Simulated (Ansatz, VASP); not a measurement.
# Two plane-wave programs on Ge

The input INCAR:

```
SYSTEM = Ge
  PREC = Accurate
  ENCUT = 520
  EDIFF = 1E-7
  ISMEAR = -1
  SIGMA = 0.05
  LREAL = .FALSE.
  LASPH = .TRUE.
  NELM = 60
  ALGO = Normal
  ISIF = 2
  LWAVE = .FALSE.
  LCHARG = .FALSE.
  GGA = PE
  NBANDS = 21
```

File KPOINTS:

```
regular mesh
0
G
  11 11 11
  0 0 0
```

POSCAR

```
Ge
1.0
   -2.4958980000      2.6508630000      1.4369470000
    2.4958980000     -2.6508630000      1.4369470000
    2.4958980000      2.6508630000     -1.4369470000
Ge
2
Direct
    0.2983960000      0.0372420000      0.2393350000
    0.6945250000      0.9475460000      0.7538390000
```

input.yaml

```yaml
crystal:
  lattice:
    - [-2.495898, 2.650863, 1.436947]
    - [2.495898, -2.650863, 1.436947]
    - [2.495898, 2.650863, -1.436947]
  atoms:
    - { symbol: Ge, position: [0.298396, 0.037242, 0.239335] }
    - { symbol: Ge, position: [0.694525, 0.947546, 0.753839] }
hamiltonian:
  xc: pbe
  pseudopotentials: { kind: paw }
kpoints:
  mp_grid: { grid: [11, 11, 11] }
scf:
  occupations: { method: fermi_dirac, width: 0.05 }
output:
  forces: true
  stress: true
  eigenvalues: true
  write_density: true
  write_potential: true
  elf: true
  volumetric_format: npy
```

Change from the starting cell: atoms moved at random, drawn with an rms of 0.05 Å.

Alike in both runs: task single point; functional PBE; k mesh 11 × 11 × 11; occupations fermi-dirac, width 0.05 eV; no spin polarisation.

```csv
,VASP,Ansatz
version,VASP 6.6.1,Ansatz 0.2.0
potentials or method,"VASP PAW PBE potentials, release 64 (Ge_d)",Ansatz PAW
plane-wave cutoff (eV),520,420
valence electrons in the cell,28,28
```

```csv
,VASP,Ansatz,Ansatz less VASP
gap on the k mesh at the Fermi level (eV),none,none,-
pressure (GPa),1.3,1.3,-0.01
largest component of the traceless stress (GPa),0.87,0.87,0.000
rms of the force components (eV/Å),0.097,0.096,-0.0005
```

Atom by atom the forces differ by 0.001 eV/Å (rms over components). A gap of «none» marks a metal or a gap that the smearing closes. With one functional, cell and mesh, what is left measures potentials, basis and numerics.
